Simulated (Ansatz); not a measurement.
Crystal: Sn.

```
Sn
1.0
    -2.02919    2.02919    1.66076
     2.02919   -2.02919    1.66076
     2.02919    2.02919   -1.66076
Sn
1
Direct
  0.00000 0.00000 0.00000
```

This isn't the form of Sn at room conditions, which is tetragonal (white tin).

Below is the output of Ansatz 0.2.0 for this cell. Logs are shortened: lines on timing, memory, paths and dates and some standing lists are left out, and cuts for length are marked.

```text
GPUs: using 1 of 1 available (devices: 1).
Engine: ansatz 0.2.0, x86_64-unknown-linux-gnu
Pseudopotentials: kind: paw
Pseudopotential: Sn, paw, valence charge 14, recommended cutoff 420 eV (normal), Sn.paw.azcp
Functional definition: unnamed
  parameter a_1 = 0.25
  parameter omega_1 = 0.207/angstrom
  exchange = pbe_x(mu = 0.12345679012345678) + (-a_1)*hjs_pbesol_x_sr(omega_1) + a_1*exact_x_sr(omega_1)
  correlation = pbe_c(beta = 0.046)
device memory: the entry about to start is reckoned to put 0.4 GiB on a device that reports 24.6 GiB free (of which the cap on the GPU budget leaves the run 18.0 GiB)
GPU FFT provider: cuFFT
GPU libraries: cuBLAS 13.8.2, cuFFT 12.4.0, cuSOLVER 12.3.4
Crystal: 1 atoms, lattice volume = 27.353 Å³
Basis set: ecut = 420 eV, 545 PW (Γ), exchange–correlation on 48×48×48 points (8 copies of the dense FFT grid, shifted against one another)
Bands: 11, of which v1, the nominal top of the filled ones, is band 7 counted from 1 (6 counted from 0)
Symmetry: 16 space group operations
Space group: I4/mmm (ITA 139), of the structure as read, at distance tolerance 3.0e-5 Å
k-points: 18 of 125
Non-local potential: Sn, projectors of the file, l = 0: 2, l = 1: 2, l = 2: 2, l = 3: 2
PAW form: soft (Blöchl's): semilocal exchange-correlation on the pseudo side does not see the compensation charge
PAW frozen core: Sn, regenerated for the run's functional, and the local potential with it (the file was generated under x = pbe(κ = 0.804, μ = 0.2195149727645171), c = pbe(β = 0.06672455060314922))
PAW one-centre angular grid: Sn, 590 points (default); XC on 64 Gauss nodes
Initial density: superposition of atomic densities (neutral atoms: chi_scale 0, normalization atom), corrected by the library's trained network
Initial wavefunctions: pseudopotential atomic-orbital guess
GPU buffer pool allocated for 13824 grid points (all kernels)
GPU transforms: local potential and band sums: pruned to the plane-wave sphere, on 24×24×24
Functional: x = pbesol(κ = 0.804, μ = 0.12345679012345678), c = pbesol(β = 0.046), warm-up for x = hjs_pbesol + 0.25 (exact − hjs_pbesol) at short range (ω = 0.207 Å⁻¹), c = pbesol(β = 0.046)
SCF iter   1: F=—  HF=-5949.601500 eV  |F-HF|=—  |Δ(HF+E_count)|=         —  Δρ=3.08e-3  dr2=1.39e-3  ethr=1.77e-3  ⟨swp⟩=11.2  Hψ=967  notcnv=0
preconditioner: auto → none  [metal: Δε(μ)=0.069 eV  Ē_g=23.101 eV  σ=0.050 eV  W_gap=0.33  n_scr=4 (ndim 8)  ℏωp=26.6 eV  f_vac=0.000  D(μ)=2.41/eV (n_scr^D=34)  sad-step TF]
SCF iter   2: F=—  HF=-5949.601391 eV  |F-HF|=—  |Δ(HF+E_count)|=   1.10e-4  Δρ=1.53e-3  dr2=3.77e-4  ethr=9.96e-6  ⟨swp⟩=4.4  Hψ=579  notcnv=0  defer=4
iter 3 solved again at ethr=6.14e-8 eV; its pass at ethr=2.69e-6 eV (dr2=8.59e-6 eV) is discarded
SCF iter   3: F=—  HF=-5949.601332 eV  |F-HF|=—  |Δ(HF+E_count)|=   5.87e-5  Δρ=2.16e-4  dr2=8.79e-6  ethr=6.14e-8  ⟨swp⟩=4.1  Hψ=877  notcnv=0  defer=1
SCF iter   4: F=—  HF=-5949.601331 eV  |F-HF|=—  |Δ(HF+E_count)|=   1.18e-6  Δρ=2.49e-5  dr2=9.84e-8  ethr=6.14e-8  ⟨swp⟩=2.1  Hψ=328  notcnv=0
[... 443 lines left out ...]
Free energy (F): -5973.778418 eV
Frozen-core exchange: fock
Harris-Foulkes:  -5973.778418 eV  (|F-HF|=9.09e-13)
Internal energy: -5973.760992 eV  (E = F + TS)
E sigma→0 (E₀):  -5973.769705 eV
Entropy (-TS):   -0.017425 eV (-17.425 meV/atom)
Fermi energy:    11.118887 eV
--- Per-component energies (eV) ---
  E_band       = -99.886002
  E_kinetic    = 186.431286
  E_local      = -795.766715  (includes V_loc(G=0)·N_el)
  E_nonlocal   = -31.683549
  E_hartree    = 509.506918
  E_xc         = -298.804473
  E_vxc        = -77.944322  (∫ρ·V_xc dr)
  E_exx        = -36.139070  (= α·E_x^exact, valence–valence)
  E_paw        = -4133.557979  (= ΣΔE_a)
  E_vpaw       = -327.658336  (= ΣTr[D̂ρ^β])
  E_aug_tail   = -0.000000  (compensation charges beyond the density's cutoff)
  E_ewald      = -1374.204956
  E_core_change = 0.457546  (= ΣΔE_core)
  E_smearing   = -0.017425  (= −TS)
  E_closure    = 0.000000  (closes the sum)
  Σ components = -5973.778418   (vs F -5973.778418, Δ=-9.09e-13)
--- Forces (eV/Å), atoms counted from 1 ---
  atom   1  Sn    -0.00000000     0.00000000    -0.00000000
  max |Σ_I F_I| component: 8.27e-25 eV/Å
--- Stress (GPa, compression-positive) ---
       -0.003712      -0.000000      -0.000000
       -0.000000      -0.003712       0.000000
        0.000000       0.000000      -0.002806
  P = ⅓ Tr σ = -0.0034 GPa (-0.034 kbar)
--- Band table (eV; the first three rows and the last of 18) ---
  k-point 0: bands = ["-12.5805", "-12.5102", "-12.5102", "-12.4386", "-12.3556", "-1.5187", "19.7082", "19.7082", "21.5890", "23.2628", "24.4477"]
  k-point 1: bands = ["-12.5438", "-12.5230", "-12.4578", "-12.4371", "-12.3717", "-0.6038", "13.8235", "19.4503", "19.9591", "22.9561", "23.2427"]
  k-point 2: bands = ["-12.5438", "-12.5247", "-12.4525", "-12.3976", "-12.3166", "2.0871", "7.4961", "17.4796", "19.5677", "22.0841", "22.4214"]
  k-point 17: bands = ["-12.5810", "-12.5315", "-12.3383", "-12.3341", "-12.3256", "5.6411", "10.2632", "11.3545", "13.5976", "16.7021", "17.6639"]
--- Relaxed structure (8 steps of the walk, 6 accepted, 1 SCFs on fresh bases) ---
  F+E_penalty+E_count = -5973.77841765 eV   max|allowed force component| = 0.000e0 eV/Å   (the final SCF, on the basis selected at the relaxed cell)
  cell:  # Å, volume = 26.0425 Å³
    - [-1.957846106049224, 1.957846106049224, 1.6984979447453445]
    - [1.957846106049224, -1.957846106049224, 1.6984979447453445]
    - [1.957846106049224, 1.957846106049224, -1.6984979447453445]
  atoms:
    - { symbol: Sn, position: [0.0, 0.0, 0.0] }
```

Question: What input gives this log?

Answer: Relaxation of cell and atoms with HSEsol, no spin polarisation. The files as run (others can give the same):

input
```
crystal:
  lattice:
    - [-2.029189411, 2.029189411, 1.6607599896]
    - [2.029189411, -2.029189411, 1.6607599896]
    - [2.029189411, 2.029189411, -1.6607599896]
  atoms:
    - { symbol: Sn, position: [0.0, 0.0, 0.0] }
hamiltonian:
  xc:
    exchange: hjs_pbesol
    correlation: pbesol
    exx: { coeff: 0.25, omega: 0.207 }
  pseudopotentials: { kind: paw }
kpoints:
  mp_grid: { grid: [5, 5, 5] }
scf:
  occupations: { method: fermi_dirac, width: 0.05 }
output:
  forces: true
  stress: true
  eigenvalues: true
relax:
  f_tol: 0.01
  max_steps: 40
  cell: { stress_tol: 0.05 }
```

Caveat: the k mesh is coarse (spacing up to 0.49 Å⁻¹), so the values aren't converged, least of all with exact exchange; the plane-wave basis is chosen anew once the cell has moved, so the energies of steps on either side of that aren't comparable; the PAW data sets come from PBE, with cores solved anew for the run's functional, which leaves a small shift of forces and pressure.
